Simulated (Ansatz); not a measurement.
# SnO2 (P4_2/mnm): the host for defect calculations, part 2 of 2

Aim: the runs on the perfect crystal SnO2 (P4_2/mnm) that a defect calculation needs first.

Ansatz 0.2.0; plane-wave PAW DFT, PBEsol; relaxation of the host's cell and atoms; PAW set soft_1 (the session's first sound run).

So far. Step 3 (Dielectric tensors of the host): The principal values of the electronic dielectric tensor are 4.60, 4.60 and 4.91. The principal values of the static dielectric tensor are 10.42, 13.48 and 13.48.

## (4) Defect free supercell relaxed in its symmetry

This cell, the one that will hold the defects, is built from the relaxed host. Its coarser k-points can move the atoms a little, so it is relaxed from the symmetric sites, as the reference for the test of stability.

This step: plane-wave PAW DFT, PBEsol; relaxation of the defect-free supercell in its symmetry; PAW set soft_1 (Ansatz 0.2.0).

System of this step: SnO2 (P4_2/mnm). The cell holds 72 atoms: 24 Sn and 48 O. Cell: a = 9.536 Å, b = 9.536 Å, c = 9.636 Å, α = 90.0°, β = 90.0°, γ = 90.0°.

pristine.symmetric/input.yaml reads:

```yaml
crystal:
  lattice:
    - [9.5356236445, 0.0, 0.0]
    - [0.0, 9.5356236445, 0.0]
    - [0.0, 0.0, 9.6357079698]
  atoms:
    - { symbol: Sn, position: [0.25, 0.25, 0.1666666667] }
    - { symbol: Sn, position: [0.0, 0.0, 0.0] }
    - { symbol: O, position: [0.0968639215, 0.4031360785, 0.1666666667] }
    - { symbol: O, position: [0.4031360785, 0.0968639215, 0.1666666667] }
    - { symbol: O, position: [0.1531360785, 0.1531360785, 0.0] }
    - { symbol: O, position: [0.3468639215, 0.3468639215, 0.0] }
    - { symbol: Sn, position: [0.25, 0.25, 0.5] }
    - { symbol: Sn, position: [0.0, 0.0, 0.3333333333] }
    - { symbol: O, position: [0.0968639215, 0.4031360785, 0.5] }
    - { symbol: O, position: [0.4031360785, 0.0968639215, 0.5] }
    - { symbol: O, position: [0.1531360785, 0.1531360785, 0.3333333333] }
    - { symbol: O, position: [0.3468639215, 0.3468639215, 0.3333333333] }
    - { symbol: Sn, position: [0.25, 0.25, 0.8333333333] }
    - { symbol: Sn, position: [0.0, 0.0, 0.6666666667] }
    - { symbol: O, position: [0.0968639215, 0.4031360785, 0.8333333333] }
    - { symbol: O, position: [0.4031360785, 0.0968639215, 0.8333333333] }
    - { symbol: O, position: [0.1531360785, 0.1531360785, 0.6666666667] }
    - { symbol: O, position: [0.3468639215, 0.3468639215, 0.6666666667] }
    - { symbol: Sn, position: [0.25, 0.75, 0.1666666667] }
    - { symbol: Sn, position: [0.0, 0.5, 0.0] }
    - { symbol: O, position: [0.0968639215, 0.9031360785, 0.1666666667] }
    - { symbol: O, position: [0.4031360785, 0.5968639215, 0.1666666667] }
    - { symbol: O, position: [0.1531360785, 0.6531360785, 0.0] }
    - { symbol: O, position: [0.3468639215, 0.8468639215, 0.0] }
    - { symbol: Sn, position: [0.25, 0.75, 0.5] }
    - { symbol: Sn, position: [0.0, 0.5, 0.3333333333] }
    - { symbol: O, position: [0.0968639215, 0.9031360785, 0.5] }
    - { symbol: O, position: [0.4031360785, 0.5968639215, 0.5] }
    - { symbol: O, position: [0.1531360785, 0.6531360785, 0.3333333333] }
    - { symbol: O, position: [0.3468639215, 0.8468639215, 0.3333333333] }
    - { symbol: Sn, position: [0.25, 0.75, 0.8333333333] }
    - { symbol: Sn, position: [0.0, 0.5, 0.6666666667] }
    - { symbol: O, position: [0.0968639215, 0.9031360785, 0.8333333333] }
    - { symbol: O, position: [0.4031360785, 0.5968639215, 0.8333333333] }
    - { symbol: O, position: [0.1531360785, 0.6531360785, 0.6666666667] }
    - { symbol: O, position: [0.3468639215, 0.8468639215, 0.6666666667] }
    - { symbol: Sn, position: [0.75, 0.25, 0.1666666667] }
    - { symbol: Sn, position: [0.5, 0.0, 0.0] }
    - { symbol: O, position: [0.5968639215, 0.4031360785, 0.1666666667] }
    - { symbol: O, position: [0.9031360785, 0.0968639215, 0.1666666667] }
    - { symbol: O, position: [0.6531360785, 0.1531360785, 0.0] }
    - { symbol: O, position: [0.8468639215, 0.3468639215, 0.0] }
    - { symbol: Sn, position: [0.75, 0.25, 0.5] }
    - { symbol: Sn, position: [0.5, 0.0, 0.3333333333] }
    - { symbol: O, position: [0.5968639215, 0.4031360785, 0.5] }
    - { symbol: O, position: [0.9031360785, 0.0968639215, 0.5] }
    - { symbol: O, position: [0.6531360785, 0.1531360785, 0.3333333333] }
    - { symbol: O, position: [0.8468639215, 0.3468639215, 0.3333333333] }
    - { symbol: Sn, position: [0.75, 0.25, 0.8333333333] }
    - { symbol: Sn, position: [0.5, 0.0, 0.6666666667] }
    - { symbol: O, position: [0.5968639215, 0.4031360785, 0.8333333333] }
    - { symbol: O, position: [0.9031360785, 0.0968639215, 0.8333333333] }
    - { symbol: O, position: [0.6531360785, 0.1531360785, 0.6666666667] }
    - { symbol: O, position: [0.8468639215, 0.3468639215, 0.6666666667] }
    - { symbol: Sn, position: [0.75, 0.75, 0.1666666667] }
    - { symbol: Sn, position: [0.5, 0.5, 0.0] }
    - { symbol: O, position: [0.5968639215, 0.9031360785, 0.1666666667] }
    - { symbol: O, position: [0.9031360785, 0.5968639215, 0.1666666667] }
    - { symbol: O, position: [0.6531360785, 0.6531360785, 0.0] }
    - { symbol: O, position: [0.8468639215, 0.8468639215, 0.0] }
    - { symbol: Sn, position: [0.75, 0.75, 0.5] }
    - { symbol: Sn, position: [0.5, 0.5, 0.3333333333] }
    - { symbol: O, position: [0.5968639215, 0.9031360785, 0.5] }
    - { symbol: O, position: [0.9031360785, 0.5968639215, 0.5] }
    - { symbol: O, position: [0.6531360785, 0.6531360785, 0.3333333333] }
    - { symbol: O, position: [0.8468639215, 0.8468639215, 0.3333333333] }
    - { symbol: Sn, position: [0.75, 0.75, 0.8333333333] }
    - { symbol: Sn, position: [0.5, 0.5, 0.6666666667] }
    - { symbol: O, position: [0.5968639215, 0.9031360785, 0.8333333333] }
    - { symbol: O, position: [0.9031360785, 0.5968639215, 0.8333333333] }
    - { symbol: O, position: [0.6531360785, 0.6531360785, 0.6666666667] }
    - { symbol: O, position: [0.8468639215, 0.8468639215, 0.6666666667] }
basis:
  ecutwfc: 420
  xc_grid: 2
hamiltonian:
  xc: pbesol
  pseudopotentials: { kind: paw, azcp: { folder: soft_1 }, xc_functional: pbe }
kpoints:
  mp_grid: { grid: [1, 1, 1] }
scf:
  occupations: { method: fermi_dirac, width: 0.01 }
  max_iter: 100
  lower_state_search: "off"
output:
  forces: true
relax:
  f_tol: 0.015
  max_steps: 60
  escape_saddle: false
checkpoint:
  write: "../pristine.symmetric.run"
  compress: false
  write_wavefunctions: false
  write_every: 100000
```

On the command line:

```console
ansatz run input.yaml --threads 32 --pin off --max-ram 84787MiB --backend cuda --events-out ev --progress --plain --runs-dir out --max-vram 78GiB
```

Numbers of over 12 decimals in the logs are rounded to 6 here.

The program printed:

```text
[...]
device memory: the entry about to start is reckoned to put 3.2 GiB on a device that reports 169.7 GiB free (of which the cap on the GPU budget leaves the run 78.0 GiB)
GPU FFT provider: cuFFT
GPU libraries: cuBLAS 13.8.1, cuFFT 12.4.0, cuSOLVER 12.3.2
GPU matrix products: emulated (plane waves: as basis.precision tells), large ones in fixed point in workspaces of 1.00 GiB
Crystal: 72 atoms, lattice volume = 876.157 Å³
Basis set: ecut = 420 eV, 17081 PW (Γ), exchange–correlation on 128×128×144 points (8 copies of the dense FFT grid, shifted against one another)
Bands: 384, of which v1, the nominal top of the filled ones, is band 312 counted from 1 (311 counted from 0)
Symmetry: 192 space group operations
[...]
k-points: 1
[...]
GPU buffer pool allocated for 294912 grid points (all kernels)
GPU transforms: local potential and band sums: pruned to the plane-wave sphere, on 64×64×72
[...]
SCF iter   1: F=—  HF=-169724.540933 eV  |Δ(HF+E_count)|=         —  Δρ=6.97e-2  dr2=3.17e1  Hψ=1387
[...]
SCF iter   7: F=-169717.607033 eV  HF=-169717.607032 eV  |Δ(HF+E_count)|=   9.83e-7  Δρ=1.14e-5  dr2=1.35e-6  Hψ=1182
SCF 1 converged in 7 iterations: F = -169717.607033 eV  dr2 = 1.35e-6
[...]
relax step   1: F+E_penalty+E_count = -169717.60703297 eV  Δ(F+E_penalty+E_count) = +0.000e0 eV  max|allowed force component| = 1.223e-2 eV/Å  Δτ_max = 0.0000 Å  (7 SCF iters, dr2 threshold 5.63e-6 eV, accepted)
[...]
SCF iter   3: F=-169717.607033 eV  HF=-169717.607033 eV  |Δ(HF+E_count)|=   3.59e-7  Δρ=3.07e-6  dr2=7.41e-8  Hψ=1151
SCF 2 converged in 3 iterations: F = -169717.607033 eV  dr2 = 7.41e-8
relax step   2: F+E_penalty+E_count = -169717.60703322 eV  Δ(F+E_penalty+E_count) = -2.463e-7 eV  max|allowed force component| = 1.221e-2 eV/Å  Δτ_max = 0.0000 Å  (3 SCF iters, accepted)
SCF converged after 3 iterations
Free energy (F): -169717.607033 eV
[...]
Internal energy: -169717.607033 eV  (E = F + TS)
E sigma→0 (E₀):  -169717.607033 eV
Fermi energy:    9.606140 eV
[...]
--- Forces (eV/Å), atoms counted from 1 ---
  atom   1  Sn    -0.00000000    -0.00000000     0.00000000
  atom   2  Sn     0.00000000     0.00000000    -0.00000000
  atom   3  O     -0.01220786     0.01220786     0.00000000
  atom   4  O      0.01220786    -0.01220786    -0.00000000
  atom   5  O      0.01220786     0.01220786    -0.00000000
  atom   6  O     -0.01220786    -0.01220786     0.00000000
  [... 66 more lines of this table ...]
  max |Σ_I F_I| component: 1.60e-16 eV/Å
--- Relaxed structure (2 steps of the walk, 2 accepted, 0 SCFs on fresh bases) ---
  F+E_penalty+E_count = -169717.60703322 eV   max|allowed force component| = 1.221e-2 eV/Å
  atoms:
    - { symbol: Sn, position: [0.25, 0.25, 0.166667] }
    - { symbol: Sn, position: [0.0, 0.0, 0.0] }
    - { symbol: O, position: [0.0968639215, 0.4031360785, 0.166667] }
    - { symbol: O, position: [0.4031360785, 0.0968639215, 0.166667] }
    - { symbol: O, position: [0.1531360785, 0.1531360785, 0.0] }
    - { symbol: O, position: [0.3468639215, 0.3468639215, 0.0] }
  [... 66 more lines of this table ...]
```

Wall time 1.7 s (1 × NVIDIA GB200 with 32 threads of Arm Neoverse V2, shared host); peak memory 1.2 GiB.

Hardly anything moved in the relaxation; the energy changed by under 0.2 meV an atom.

## (5) Defect free supercell relaxed from displaced atoms

This step: plane-wave PAW DFT, PBEsol; relaxation of the defect-free supercell from random displacements, a test of the host's stability; PAW set soft_1 (Ansatz 0.2.0).

pristine.rattled/input.yaml, as its differences from pristine.symmetric/input.yaml of step 4:

```diff
@@ -94,6 +94,6 @@
   f_tol: 0.015
-  max_steps: 60
-  escape_saddle: false
+  max_steps: 120
+  random_displacement: { amplitude: 0.06, seed: 8499 }
 checkpoint:
-  write: "../pristine.symmetric.run"
+  write: "../pristine.rattled.run"
   compress: false
```

The program printed:

```text
[...]
GPU FFT provider: cuFFT
GPU libraries: cuBLAS 13.8.1, cuFFT 12.4.0, cuSOLVER 12.3.2
[...]
Crystal: 72 atoms, lattice volume = 876.157 Å³
Basis set: ecut = 420 eV, 17081 PW (Γ), exchange–correlation on 128×128×144 points (8 copies of the dense FFT grid, shifted against one another)
Bands: 384, of which v1, the nominal top of the filled ones, is band 312 counted from 1 (311 counted from 0)
Symmetry: 1 space group operations
k-points: 1
[...]
GPU buffer pool allocated for 294912 grid points (all kernels)
[...]
SCF iter   1: F=—  HF=-169722.343586 eV  |Δ(HF+E_count)|=         —  Δρ=7.01e-2  dr2=3.23e1  Hψ=1386
[...]
SCF iter   7: F=-169715.244096 eV  HF=-169715.244095 eV  |Δ(HF+E_count)|=   5.16e-7  Δρ=1.16e-5  dr2=1.43e-6  Hψ=1189
SCF 1 converged in 7 iterations: F = -169715.244096 eV  dr2 = 1.43e-6
[...]
relax step   1: F+E_penalty+E_count = -169715.24409594 eV  Δ(F+E_penalty+E_count) = +0.000e0 eV  max|allowed force component| = 3.178e0 eV/Å  Δτ_max = 0.0000 Å  (7 SCF iters, dr2 threshold 5.63e-6 eV, accepted)
[...]
relax step   2: F+E_penalty+E_count = -169717.18450217 eV  Δ(F+E_penalty+E_count) = -1.940e0 eV  max|allowed force component| = 1.152e0 eV/Å  Δτ_max = 0.1080 Å  (7 SCF iters, dr2 threshold 1.00e-4 eV, accepted)
relax step   3: F+E_penalty+E_count = -169717.60716246 eV  Δ(F+E_penalty+E_count) = -4.227e-1 eV  max|allowed force component| = 1.296e-2 eV/Å  Δτ_max = 0.0660 Å  (6 SCF iters, dr2 threshold 8.29e-5 eV, accepted)
[...]
SCF iter   5: F=-169717.607184 eV  HF=-169717.607184 eV  |Δ(HF+E_count)|=   1.94e-8  Δρ=1.61e-6  dr2=3.67e-8  Hψ=1263
SCF 4 converged in 5 iterations: F = -169717.607184 eV  dr2 = 3.67e-8
relax step   4: F+E_penalty+E_count = -169717.60718444 eV  Δ(F+E_penalty+E_count) = -2.197e-5 eV  max|allowed force component| = 1.252e-2 eV/Å  Δτ_max = 0.0000 Å  (5 SCF iters, accepted)
SCF converged after 5 iterations
Free energy (F): -169717.607184 eV
[...]
Internal energy: -169717.607184 eV  (E = F + TS)
E sigma→0 (E₀):  -169717.607184 eV
Fermi energy:    9.606974 eV
[...]
--- Forces (eV/Å), atoms counted from 1 ---
  atom   1  Sn     0.01252160    -0.00133665     0.00037359
  atom   2  Sn    -0.00955374     0.00527511    -0.00024254
  atom   3  O     -0.00345109     0.00267608    -0.00083399
  atom   4  O     -0.00286072     0.00189406    -0.00005235
  atom   5  O      0.00190953    -0.00392763     0.00239265
  atom   6  O     -0.00283244    -0.00157591     0.00396632
  [... 66 more lines of this table ...]
  max |Σ_I F_I| component: 4.89e-5 eV/Å
--- Relaxed structure (4 steps of the walk, 4 accepted, 0 SCFs on fresh bases) ---
  F+E_penalty+E_count = -169717.60718444 eV   max|allowed force component| = 1.252e-2 eV/Å
  atoms:
    - { symbol: Sn, position: [0.249575, 0.249703, 0.166597] }
    - { symbol: Sn, position: [-0.000293, -0.000313, 3.475676732323317e-5] }
    - { symbol: O, position: [0.096500, 0.402962, 0.166704] }
    - { symbol: O, position: [0.402833, 0.096507, 0.166586] }
    - { symbol: O, position: [0.152698, 0.153077, -8.766814386447375e-5] }
    - { symbol: O, position: [0.346474, 0.346530, -7.642314611425955e-5] }
  [... 66 more lines of this table ...]
```

The job ended after 2.4 s (1 × NVIDIA GB200 with 32 threads; peak memory 1.2 GiB).

Relaxation path:

| step | energy less that of the first step (eV) | largest force component (eV/Å) |
| --- | --- | --- |
| 1 | 0.0000 | 3.1783 |
| 2 | -1.9404 | 1.1520 |
| 3 | -2.3631 | 0.0130 |
| 4 | -2.3631 | 0.0125 |

The relaxation ends 33 meV an atom lower than the displaced start, with a largest force component of 0.013 eV/Å.

## (6) Host on a dense mesh

This step: plane-wave PAW DFT, PBEsol; single point of the defect-free host, a test of the k-point sampling; PAW set soft_1 (Ansatz 0.2.0).

System of this step: SnO2 (P4_2/mnm). The structure is tetragonal, space group P4_2/mnm (No. 136). Conventional cell: a = 4.768 Å, b = 4.768 Å, c = 3.212 Å, α = 90.00°, β = 90.00°, γ = 90.00°. Sn has 6 O at 2.07 Å nearest. O has 3 Sn at 2.07 Å nearest. Farther neighbours and most contacts between anions are not listed.

dense/input.yaml reads:

```yaml
crystal:
  lattice:
    - [4.7678118222, 0.0, 0.0]
    - [0.0, 4.7678118222, 0.0]
    - [0.0, 0.0, 3.2119026566]
  atoms:
    - { symbol: Sn, position: [0.5, 0.5, 0.5] }
    - { symbol: Sn, position: [0.0, 0.0, 0.0] }
    - { symbol: O, position: [0.193727843, 0.806272157, 0.5] }
    - { symbol: O, position: [0.806272157, 0.193727843, 0.5] }
    - { symbol: O, position: [0.306272157, 0.306272157, 0.0] }
    - { symbol: O, position: [0.693727843, 0.693727843, 0.0] }
basis:
  ecutwfc: 420
  xc_grid: 2
hamiltonian:
  xc: pbesol
  pseudopotentials: { kind: paw, azcp: { folder: soft_1 }, xc_functional: pbe }
kpoints:
  mp_grid: { grid: [6, 6, 9] }
scf:
  occupations: { method: fermi_dirac, width: 0.01 }
  max_iter: 100
  lower_state_search: "off"
checkpoint:
  write: "../dense.run"
  compress: false
  write_wavefunctions: false
  write_every: 100000
```

The program printed:

```text
[...]
GPU FFT provider: cuFFT
GPU libraries: cuBLAS 13.8.1, cuFFT 12.4.0, cuSOLVER 12.3.2
[...]
Crystal: 6 atoms, lattice volume = 73.013 Å³
Basis set: ecut = 420 eV, 1435 PW (Γ), exchange–correlation on 64×64×48 points (8 copies of the dense FFT grid, shifted against one another)
Bands: 32, of which v1, the nominal top of the filled ones, is band 26 counted from 1 (25 counted from 0)
Symmetry: 16 space group operations
[...]
k-points: 50 of 324
[...]
GPU buffer pool allocated for 24576 grid points (all kernels)
[...]
SCF iter   1: F=—  HF=-14143.798690 eV  |Δ(HF+E_count)|=         —  Δρ=6.91e-2  dr2=2.56e0  Hψ=7090
[...]
SCF iter   7: F=-14143.237447 eV  HF=-14143.237447 eV  |Δ(HF+E_count)|=   1.52e-7  Δρ=6.85e-6  dr2=2.84e-8  Hψ=3964
SCF 1 converged in 7 iterations: F = -14143.237447 eV  dr2 = 2.84e-8
[...]
SCF converged after 7 iterations
Free energy (F): -14143.237447 eV
[...]
Internal energy: -14143.237447 eV  (E = F + TS)
E sigma→0 (E₀):  -14143.237447 eV
Fermi energy:    9.593027 eV
[...]
```

Wall time 0.95 s (1 × NVIDIA GB200 with 32 threads); peak memory 1.1 GiB; 2.5 s of CPU time.

## (7) Defect free supercell at the zone centre

The supercell is run at the zone centre, to see how far that sampling misses the dense mesh.

System of this step: SnO2 (P4_2/mnm). The cell holds 72 atoms: 24 Sn and 48 O. Its edges and angles: a = 9.536 Å, b = 9.536 Å, c = 9.636 Å, α = 90.0°, β = 90.0°, γ = 90.0°.

pristine.sampling_gamma/input.yaml, as its differences from pristine.rattled/input.yaml of step 5:

```diff
@@ -90,10 +90,4 @@
   lower_state_search: "off"
-output:
-  forces: true
-relax:
-  f_tol: 0.015
-  max_steps: 120
-  random_displacement: { amplitude: 0.06, seed: 8499 }
 checkpoint:
-  write: "../pristine.rattled.run"
+  write: "../pristine.sampling_gamma.run"
   compress: false
```

The program printed:

```text
[...]
GPU FFT provider: cuFFT
GPU libraries: cuBLAS 13.8.1, cuFFT 12.4.0, cuSOLVER 12.3.2
[...]
Crystal: 72 atoms, lattice volume = 876.157 Å³
Basis set: ecut = 420 eV, 17081 PW (Γ), exchange–correlation on 128×128×144 points (8 copies of the dense FFT grid, shifted against one another)
Bands: 384, of which v1, the nominal top of the filled ones, is band 312 counted from 1 (311 counted from 0)
Symmetry: 192 space group operations
[...]
k-points: 1
[...]
GPU buffer pool allocated for 294912 grid points (all kernels)
[...]
SCF iter   1: F=—  HF=-169724.540925 eV  |Δ(HF+E_count)|=         —  Δρ=6.97e-2  dr2=3.17e1  Hψ=1387
[...]
SCF iter   8: F=-169717.607033 eV  HF=-169717.607033 eV  |Δ(HF+E_count)|=   7.40e-7  Δρ=1.97e-6  dr2=3.31e-8  Hψ=923
SCF 1 converged in 8 iterations: F = -169717.607033 eV  dr2 = 3.31e-8
[...]
SCF converged after 8 iterations
Free energy (F): -169717.607033 eV
[...]
Internal energy: -169717.607033 eV  (E = F + TS)
E sigma→0 (E₀):  -169717.607033 eV
Fermi energy:    9.606128 eV
[...]
```

Run time: 1.2 s. Hardware: 1 × NVIDIA GB200 with 32 threads; peak memory 1.1 GiB; 2.7 s of CPU time.

## (8) Defect free supercell at the quarter point

The supercell is run at one point off the zone centre, to see how far that sampling misses the dense mesh.

pristine.sampling_quarter/input.yaml, as its differences from pristine.sampling_gamma/input.yaml of step 7:

```diff
@@ -85,3 +85,3 @@
 kpoints:
-  mp_grid: { grid: [1, 1, 1] }
+  mp_grid: { grid: [1, 1, 1], shift: [0.25, 0.25, 0.25] }
 scf:
@@ -91,3 +91,3 @@
 checkpoint:
-  write: "../pristine.sampling_gamma.run"
+  write: "../pristine.sampling_quarter.run"
   compress: false
```

The program printed:

```text
[...]
GPU FFT provider: cuFFT
GPU libraries: cuBLAS 13.8.1, cuFFT 12.4.0, cuSOLVER 12.3.2
[...]
Crystal: 72 atoms, lattice volume = 876.157 Å³
Basis set: ecut = 420 eV, 17081 PW (Γ), exchange–correlation on 128×128×144 points (8 copies of the dense FFT grid, shifted against one another)
Bands: 384, of which v1, the nominal top of the filled ones, is band 312 counted from 1 (311 counted from 0)
Symmetry: 48 space group operations
k-points: 1
[...]
GPU buffer pool allocated for 294912 grid points (all kernels)
[...]
SCF iter   1: F=—  HF=-169725.590744 eV  |Δ(HF+E_count)|=         —  Δρ=6.90e-2  dr2=3.07e1  Hψ=1392
[...]
SCF iter   8: F=-169718.865524 eV  HF=-169718.865524 eV  |Δ(HF+E_count)|=   4.93e-8  Δρ=2.11e-6  dr2=2.97e-8  Hψ=972
SCF 1 converged in 8 iterations: F = -169718.865524 eV  dr2 = 2.97e-8
[...]
SCF converged after 8 iterations
Free energy (F): -169718.865524 eV
[...]
Internal energy: -169718.865524 eV  (E = F + TS)
E sigma→0 (E₀):  -169718.865524 eV
Fermi energy:    10.069713 eV
[...]
```

It took 1.2 s on 1 × NVIDIA GB200 with 32 threads; peak memory 1.2 GiB; 2.9 s of CPU time.

## (9) Summary of results

```
primitive cell vectors, lengths                                      : 4.768, 4.768, 3.212 Å
electronic dielectric constant                                       : principal values (4.60, 4.60, 4.91)
static dielectric constant                                           : principal values (10.42, 13.48, 13.48)
gap on the k-mesh of the response run (PBEsol)                       : 0.92 eV
supercell relaxed in its symmetry less the displaced and relaxed one : 0.000 eV
energy an atom at the zone centre alone less that on the dense mesh  : 0.017 eV
energy an atom at one point at (¼, ¼, ¼) less that on the dense mesh : 0.000 eV
```

Step 5: The energy fell by 2.363 eV from the randomly displaced start; the atoms end within 0.005 Å of the sites as typed, once the mean shift is taken out. The displaced cell ends within 0.01 eV of the symmetric one relaxed in its symmetry, so no lower structure shows in this supercell. The k-mesh can miss the band edges, so this gap is an upper bound at this level. All at zero temperature.

[Logs are printed without paths, hosts, clocks, repeated set-up lines and the standing remarks that a program may print on its own settings, such as how far it seeks lower states.]

[Hosts, paths, dates, database ids (printed as entryN), source tags and the programs' standing remarks are cut or masked in the printed files.]

[Runs of the host that timed out are not shown.]

[For some hosts the program warned that the k-mesh of the response run may be too coarse for force constants and the static dielectric constant; such warnings are not always shown.]

[The program warned that the k-mesh of a response run behind this text may be too coarse: force constants, and the static dielectric constant and all else formed from them, are not shown converged.]
